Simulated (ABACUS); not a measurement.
The system is Cl.

```xyz
4
Lattice="3.1450 -2.2500 0.0000 3.1450 2.2500 0.0000 0.0000 0.0000 8.2100" Properties=species:S:1:pos:R:3 pbc="T T T"
Cl    3.1450    0.5850    3.2840
Cl    3.1450    1.6650    7.3890
Cl    3.1450   -0.5850    4.9260
Cl    3.1450   -1.6650    0.8210
```

Base run:

* Program: ABACUS 3.10.1
* Functional: LDA
* Potentials or basis: SG15 ONCV 1.2 PBE
* Cutoff: 816 eV
* Density cutoff: 3265 eV
* Basis: plane waves
* k mesh: 5 × 5 × 3
* Occupations: fermi-dirac, width 0.05 eV
* Spin: no spin polarisation

Its results: band gap on the k mesh 2.38 eV, indirect (least direct gap 2.43 eV); pressure -1.6 GPa; largest force 0.311 eV/Å.

Q: After a change of settings the same cell gave: band gap on the k mesh 2.58 eV, indirect (least direct gap 2.63 eV); pressure 2.6 GPa; largest force 0.659 eV/Å. Which change was it?
A. functional from LDA to BLYP
B. functional from LDA to SCAN
C. functional from LDA to PW91
D. functional from LDA to PBEsol

A: A.

BLYP binds less tightly than LDA, so the same cell stands under more pressure.

Caveats: the potentials were made for another functional, which shifts forces and pressure; an odd mesh through Γ misses points on the zone boundary, where band edges often lie.
